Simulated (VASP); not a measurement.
A run of VASP 6.6.1 is set up as follows.

File INCAR:

```
SYSTEM = TiSi2
PREC = Accurate ; ENCUT = 600
EDIFF = 1E-7 ; ISMEAR = -1
SIGMA = 0.05 ; LREAL = .FALSE.
LASPH = .TRUE. ; NELM = 80
ALGO = Normal ; ISIF = 3
LWAVE = .FALSE. ; LCHARG = .FALSE.
LMAXMIX = 4 ; LDAU = .TRUE.
LDAUTYPE = 2 ; LDAUL = 2 -1
LDAUU = 4 0 ; LDAUJ = 0 0
LDAUPRINT = 1 ; GGA = PS
IBRION = 2 ; NSW = 60
EDIFFG = -0.01
```

Contents of KPOINTS:

```
regular mesh
0
G
  5 5 5
  0 0 0
```

File POSCAR:

```
TiSi2
1.0
    0.0000000000      4.1175163063      4.2628978354
    2.3895119538      0.0000000000      4.2628978354
    2.3895119538      4.1175163063      0.0000000000
Ti Si
2 4
Direct
    0.7500000000      0.7500000000      0.7500000000
    0.5000000000      0.5000000000      0.5000000000
    0.4125656100      0.0874343900      0.4125656100
    0.0874343900      0.4125656100      0.0874343900
    0.1625656100      0.8374343900      0.1625656100
    0.8374343900      0.1625656100      0.8374343900
```

Potentials or basis: VASP PAW PBE potentials, release 64 (Ti_sv, Si).

The run is started by

```bash
$ cat potpaw_PBE.64/Ti_sv/POTCAR potpaw_PBE.64/Si/POTCAR > POTCAR
$ mpirun -np 1 vasp_std > vasp.out
```

Problem. Predict the space group after relaxing (to 0.05 Å).

Solution. Fddd (No. 70).

Problem. Predict the relaxed volume.

Solution. 14.27 Å³/atom.

Problem. What does it give for the relaxed cell?

Solution. a = 5.977 Å, b = 4.935 Å, c = 4.784 Å, α = 75.90°, β = 53.19°, γ = 50.91°.

Final structure:
```
CELL_PARAMETERS angstrom
0.00000 4.13895 4.31268
2.39834 0.00000 4.31268
2.39834 4.13895 0.00000
ATOMIC_POSITIONS crystal
Ti 0.75000 0.75000 0.75000
Ti 0.50000 0.50000 0.50000
Si 0.40926 0.09074 0.40926
Si 0.09074 0.40926 0.09074
Si 0.15926 0.84074 0.15926
Si 0.84074 0.15926 0.84074
```

Caveat: the PAW data sets were made with another functional, which shifts forces and pressure a little; U without spin polarisation on a metal has little footing; the U is typed as a test and isn't derived for this compound.
